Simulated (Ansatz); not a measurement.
# Band table of CdO

```yaml
crystal:
  lattice:
    - [0.00000, 2.34815, 2.34815]
    - [2.34815, 0.00000, 2.34815]
    - [2.34815, 2.34815, 0.00000]
  atoms:
    - { symbol: Cd, position: [0.00000, 0.00000, 0.00000] }
    - { symbol: O, position: [0.50000, 0.50000, 0.50000] }
```

Atoms are numbered in the order listed.

The cell is COD entry 9006671, as deposited and not checked against the literature; nothing was relaxed.

Computed with DFT, PBEsol, all-electron LAPW, scalar-relativistic in Ansatz 0.2.0.

Sampling and basis: a Γ-centred 11×11×11 k mesh, Fermi–Dirac smearing of 0.02 eV, basis error target 0.5 meV/atom, no spin polarisation.

Path points, in fractions of the reciprocal vectors: Γ (0.000, 0.000, 0.000), X (0.500, 0.000, 0.500), U (0.625, 0.250, 0.625), K (0.375, 0.375, 0.750), L (0.500, 0.500, 0.500), W (0.500, 0.250, 0.750). Levels in eV from the Fermi level; bands 11 to 21, counted from the lowest band of the run. The gap is zero.

```
# k(1/Å) point b11 b12 b13 b14 b15 b16 b17 b18 b19 b20 b21
0.000 Γ -17.37 -6.71 -6.71 -6.71 -6.41 -6.41 -1.44 -1.44 -1.44 -0.55 14.26
0.096 - -17.36 -6.71 -6.70 -6.70 -6.44 -6.40 -1.65 -1.44 -1.44 -0.26 14.11
0.191 - -17.32 -6.73 -6.69 -6.69 -6.53 -6.39 -1.99 -1.45 -1.45 0.32 13.76
0.287 - -17.26 -6.76 -6.67 -6.67 -6.66 -6.38 -2.28 -1.48 -1.48 0.97 13.34
0.382 - -17.19 -6.81 -6.80 -6.63 -6.63 -6.35 -2.51 -1.51 -1.51 1.66 12.94
0.478 - -17.11 -6.95 -6.84 -6.58 -6.58 -6.33 -2.68 -1.56 -1.56 2.33 12.56
0.573 - -17.03 -7.05 -6.90 -6.53 -6.53 -6.30 -2.82 -1.63 -1.63 2.96 11.64
0.669 - -16.94 -7.08 -6.95 -6.46 -6.46 -6.27 -2.96 -1.73 -1.73 3.49 10.58
0.765 - -16.87 -7.04 -7.00 -6.38 -6.38 -6.24 -3.10 -1.84 -1.84 3.89 9.70
0.860 - -16.81 -7.05 -6.91 -6.29 -6.29 -6.21 -3.27 -1.97 -1.97 4.12 9.06
0.956 - -16.77 -7.10 -6.71 -6.21 -6.21 -6.18 -3.48 -2.10 -2.10 4.15 8.66
1.051 - -16.74 -7.13 -6.43 -6.16 -6.13 -6.13 -3.74 -2.23 -2.23 4.06 8.46
1.147 - -16.72 -7.16 -6.15 -6.12 -6.06 -6.06 -4.04 -2.33 -2.33 3.92 8.39
1.242 - -16.71 -7.18 -6.14 -6.01 -6.01 -5.82 -4.32 -2.39 -2.39 3.80 8.37
1.338 X -16.70 -7.18 -6.13 -6.00 -6.00 -5.68 -4.46 -2.42 -2.42 3.76 8.37
1.372 - -16.70 -7.18 -6.14 -6.00 -6.00 -5.69 -4.45 -2.42 -2.41 3.77 8.37
1.405 - -16.70 -7.18 -6.15 -6.02 -6.00 -5.69 -4.43 -2.44 -2.39 3.80 8.37
1.439 - -16.70 -7.18 -6.17 -6.04 -6.00 -5.71 -4.39 -2.46 -2.35 3.85 8.37
1.473 - -16.69 -7.17 -6.20 -6.07 -6.01 -5.72 -4.35 -2.49 -2.30 3.92 8.37
1.507 - -16.69 -7.17 -6.24 -6.11 -6.01 -5.74 -4.29 -2.52 -2.24 4.00 8.37
1.541 - -16.68 -7.16 -6.28 -6.16 -6.02 -5.77 -4.22 -2.56 -2.17 4.10 8.38
1.574 - -16.67 -7.16 -6.33 -6.20 -6.02 -5.79 -4.14 -2.61 -2.08 4.22 8.38
1.608 - -16.66 -7.15 -6.38 -6.25 -6.03 -5.82 -4.06 -2.66 -1.99 4.35 8.39
1.642 - -16.66 -7.15 -6.43 -6.30 -6.04 -5.85 -3.97 -2.71 -1.89 4.49 8.39
1.676 - -16.65 -7.15 -6.48 -6.35 -6.05 -5.88 -3.88 -2.76 -1.79 4.64 8.40
1.710 - -16.64 -7.15 -6.54 -6.40 -6.06 -5.91 -3.79 -2.81 -1.68 4.80 8.41
1.743 - -16.63 -7.15 -6.60 -6.45 -6.07 -5.94 -3.69 -2.87 -1.57 4.96 8.42
1.777 - -16.62 -7.15 -6.65 -6.50 -6.08 -5.96 -3.59 -2.92 -1.45 5.14 8.44
1.811 U -16.61 -7.16 -6.71 -6.54 -6.09 -5.99 -3.49 -2.97 -1.33 5.31 8.44
1.869 - -16.61 -7.17 -6.74 -6.57 -6.09 -5.99 -3.45 -2.97 -1.29 5.42 8.29
1.928 - -16.60 -7.16 -6.78 -6.61 -6.09 -5.99 -3.42 -2.94 -1.28 5.55 8.14
1.986 - -16.60 -7.15 -6.82 -6.67 -6.08 -5.99 -3.41 -2.88 -1.30 5.70 8.01
2.045 - -16.59 -7.13 -6.85 -6.72 -6.08 -5.98 -3.41 -2.80 -1.33 5.85 7.90
2.104 - -16.59 -7.11 -6.88 -6.77 -6.07 -5.97 -3.41 -2.72 -1.38 5.98 7.81
2.162 - -16.59 -7.10 -6.88 -6.82 -6.07 -5.97 -3.41 -2.67 -1.41 6.07 7.75
2.221 - -16.59 -7.09 -6.88 -6.84 -6.07 -5.96 -3.42 -2.65 -1.42 6.11 7.73
2.279 - -16.59 -7.10 -6.88 -6.82 -6.07 -5.97 -3.41 -2.67 -1.41 6.07 7.75
2.338 - -16.59 -7.11 -6.88 -6.77 -6.07 -5.97 -3.41 -2.72 -1.38 5.98 7.81
2.396 - -16.59 -7.13 -6.85 -6.72 -6.08 -5.98 -3.41 -2.80 -1.33 5.85 7.90
2.455 - -16.60 -7.15 -6.82 -6.67 -6.08 -5.99 -3.41 -2.88 -1.30 5.70 8.01
2.513 - -16.60 -7.16 -6.78 -6.61 -6.09 -5.99 -3.42 -2.94 -1.28 5.55 8.14
2.572 - -16.61 -7.17 -6.74 -6.57 -6.09 -5.99 -3.45 -2.97 -1.29 5.42 8.29
2.630 K -16.61 -7.16 -6.71 -6.54 -6.09 -5.99 -3.49 -2.97 -1.33 5.31 8.44
2.732 - -16.59 -7.21 -6.86 -6.67 -6.13 -6.03 -3.19 -3.10 -0.99 5.86 7.73
2.833 - -16.58 -7.27 -6.98 -6.77 -6.18 -6.05 -3.21 -2.89 -0.67 6.36 7.10
2.934 - -16.59 -7.33 -7.08 -6.84 -6.23 -6.06 -3.30 -2.61 -0.41 6.15 7.24
3.036 - -16.63 -7.36 -7.13 -6.89 -6.29 -6.06 -3.37 -2.35 -0.23 5.51 7.87
3.137 - -16.69 -7.34 -7.15 -6.92 -6.35 -6.08 -3.41 -2.12 -0.13 4.86 8.59
3.238 - -16.76 -7.27 -7.12 -6.93 -6.41 -6.11 -3.43 -1.93 -0.14 4.21 9.38
3.340 - -16.86 -7.16 -7.07 -6.91 -6.47 -6.17 -3.39 -1.78 -0.23 3.57 10.21
3.441 - -16.96 -7.04 -6.98 -6.88 -6.53 -6.24 -3.30 -1.66 -0.40 2.92 10.77
3.542 - -17.07 -6.90 -6.86 -6.85 -6.58 -6.31 -3.14 -1.57 -0.61 2.27 11.42
3.644 - -17.17 -6.81 -6.79 -6.74 -6.62 -6.38 -2.89 -1.52 -0.85 1.62 12.12
3.745 - -17.25 -6.77 -6.72 -6.66 -6.61 -6.42 -2.56 -1.48 -1.08 0.97 12.86
3.847 - -17.31 -6.74 -6.70 -6.69 -6.51 -6.42 -2.15 -1.46 -1.27 0.34 13.56
3.948 - -17.36 -6.71 -6.70 -6.70 -6.43 -6.41 -1.71 -1.45 -1.40 -0.24 14.08
4.049 Γ -17.37 -6.71 -6.71 -6.71 -6.41 -6.41 -1.44 -1.44 -1.44 -0.55 14.26
4.132 - -17.36 -6.71 -6.70 -6.70 -6.42 -6.42 -1.65 -1.42 -1.42 -0.33 14.14
4.215 - -17.33 -6.73 -6.70 -6.70 -6.45 -6.45 -2.02 -1.37 -1.37 0.11 13.74
4.298 - -17.29 -6.76 -6.69 -6.69 -6.48 -6.48 -2.41 -1.28 -1.28 0.59 13.12
4.380 - -17.23 -6.80 -6.71 -6.71 -6.50 -6.50 -2.77 -1.16 -1.16 1.08 12.36
4.463 - -17.16 -6.87 -6.77 -6.77 -6.49 -6.49 -3.09 -1.02 -1.02 1.58 11.56
4.546 - -17.07 -6.95 -6.85 -6.85 -6.45 -6.45 -3.35 -0.87 -0.87 2.05 10.77
4.629 - -16.98 -7.06 -6.94 -6.94 -6.40 -6.40 -3.55 -0.72 -0.72 2.51 10.01
4.711 - -16.89 -7.18 -7.03 -7.03 -6.34 -6.34 -3.69 -0.56 -0.56 2.93 9.32
4.794 - -16.80 -7.31 -7.12 -7.12 -6.29 -6.29 -3.79 -0.42 -0.42 3.31 8.71
4.877 - -16.72 -7.44 -7.19 -7.19 -6.24 -6.24 -3.84 -0.29 -0.29 3.63 8.18
4.960 - -16.65 -7.55 -7.25 -7.25 -6.20 -6.20 -3.87 -0.19 -0.19 3.90 7.77
5.042 - -16.59 -7.64 -7.29 -7.29 -6.17 -6.17 -3.87 -0.11 -0.11 4.08 7.47
5.125 - -16.56 -7.70 -7.32 -7.32 -6.15 -6.15 -3.87 -0.06 -0.06 4.20 7.28
5.208 L -16.55 -7.72 -7.33 -7.33 -6.14 -6.14 -3.87 -0.04 -0.04 4.24 7.22
5.276 - -16.55 -7.71 -7.32 -7.32 -6.14 -6.14 -3.87 -0.09 -0.05 4.29 7.21
5.343 - -16.55 -7.68 -7.30 -7.30 -6.15 -6.14 -3.86 -0.24 -0.09 4.46 7.17
5.411 - -16.55 -7.63 -7.27 -7.26 -6.16 -6.14 -3.85 -0.45 -0.16 4.70 7.10
5.478 - -16.56 -7.57 -7.23 -7.21 -6.16 -6.14 -3.84 -0.72 -0.25 5.02 7.00
5.546 - -16.56 -7.50 -7.17 -7.15 -6.17 -6.14 -3.81 -1.02 -0.37 5.38 6.88
5.613 - -16.57 -7.42 -7.11 -7.09 -6.16 -6.14 -3.77 -1.34 -0.51 5.78 6.74
5.681 - -16.57 -7.34 -7.04 -7.03 -6.15 -6.14 -3.73 -1.66 -0.68 6.19 6.60
5.749 - -16.58 -7.27 -6.97 -6.96 -6.12 -6.11 -3.66 -1.97 -0.88 6.44 6.63
5.816 - -16.58 -7.19 -6.93 -6.90 -6.11 -6.06 -3.58 -2.26 -1.09 6.30 7.07
5.884 - -16.59 -7.12 -6.89 -6.85 -6.08 -6.00 -3.47 -2.53 -1.31 6.16 7.51
5.951 - -16.59 -7.06 -6.87 -6.83 -6.05 -5.93 -3.36 -2.76 -1.53 6.05 7.94
6.019 - -16.59 -7.00 -6.86 -6.83 -6.02 -5.86 -3.23 -2.93 -1.74 5.97 8.33
6.086 - -16.60 -6.95 -6.85 -6.84 -6.00 -5.81 -3.13 -3.05 -1.89 5.92 8.63
6.154 W -16.60 -6.92 -6.85 -6.85 -6.00 -5.79 -3.09 -3.09 -1.95 5.90 8.75
6.202 - -16.60 -6.91 -6.90 -6.80 -6.00 -5.79 -3.19 -2.99 -1.95 5.86 8.66
6.250 - -16.60 -6.95 -6.89 -6.74 -6.00 -5.79 -3.31 -2.90 -1.97 5.75 8.60
6.297 - -16.61 -6.99 -6.84 -6.67 -6.00 -5.79 -3.42 -2.81 -1.99 5.58 8.54
6.345 - -16.62 -7.03 -6.78 -6.60 -6.00 -5.79 -3.54 -2.74 -2.01 5.37 8.49
6.393 - -16.63 -7.06 -6.71 -6.53 -6.00 -5.78 -3.67 -2.67 -2.05 5.13 8.46
6.441 - -16.64 -7.09 -6.62 -6.45 -6.00 -5.78 -3.79 -2.62 -2.09 4.89 8.43
6.488 - -16.65 -7.11 -6.53 -6.38 -6.00 -5.77 -3.91 -2.57 -2.14 4.66 8.41
6.536 - -16.66 -7.13 -6.44 -6.30 -6.00 -5.76 -4.03 -2.53 -2.19 4.44 8.39
6.584 - -16.67 -7.15 -6.35 -6.22 -6.00 -5.75 -4.15 -2.49 -2.25 4.24 8.38
6.632 - -16.68 -7.16 -6.28 -6.15 -6.00 -5.74 -4.25 -2.46 -2.30 4.07 8.38
6.680 - -16.69 -7.17 -6.21 -6.09 -6.00 -5.72 -4.33 -2.44 -2.35 3.94 8.37
6.727 - -16.70 -7.18 -6.17 -6.04 -6.00 -5.70 -4.40 -2.43 -2.39 3.84 8.37
6.775 - -16.70 -7.18 -6.14 -6.01 -6.00 -5.69 -4.44 -2.42 -2.41 3.78 8.37
6.823 X -16.70 -7.18 -6.13 -6.00 -6.00 -5.68 -4.46 -2.42 -2.42 3.76 8.37
```
